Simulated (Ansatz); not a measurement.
A crystal relaxed with r2SCAN in the PAW code Ansatz has space group I4_1/amd:1 (No. 141) and a = 3.490 Å, c = 8.405 Å.

```
atom  site       x       y       z
  Xx    4a  0.0000  0.0000  0.0000
   O    8e  0.0000  0.5000  0.4591
```

r2SCAN gives an indirect gap of 7.21 eV, from k = (-0.005, -0.005, 0.432) to Γ; the least direct gap is 7.98 eV at Γ. The HSE06 gap is indirect, 8.38 eV (k = (-0.005, -0.005, 0.432) to Γ), below the direct gap of 9.18 eV at Γ. With PBE the valence top lies at Γ–X (0.90 of the way from Γ) and the conduction bottom at Γ, 6.31 eV higher; the smallest vertical gap, at Γ, is 7.04 eV. Meshes: r2SCAN 10×10×10, HSE06 6×6×6, PBE 10×10×10. r2SCAN's ε∞ is 3.1 along all three axes, to this precision.

Task: Which element is Xx?
A. C
B. Si
C. Ge
D. Pb

Result: B. Xx is Si: SiO2 on the sites of the anatase structure (relaxed group I4_1/amd). Si has 6 O at 1.76–1.78 Å; O has 3 Si at 1.76–1.78 Å.

Values at 0 K without nuclear motion; spin polarisation is off, and the phase may be a hypothetical one.

Where an edge lies off the special points, it is a point of the mesh or the k point where a search put PBE's edge or least direct gap, reused for the other functionals, whose own edges may lie a little apart; PBE's own value is read along its path and can be a few hundredths of an eV high.

Coordinates of k points refer to the reciprocal vectors of the primitive cell of the runs.

For a response run the program warns that the ground state's bands aren't all converged, so ε∞ carries an extra error.
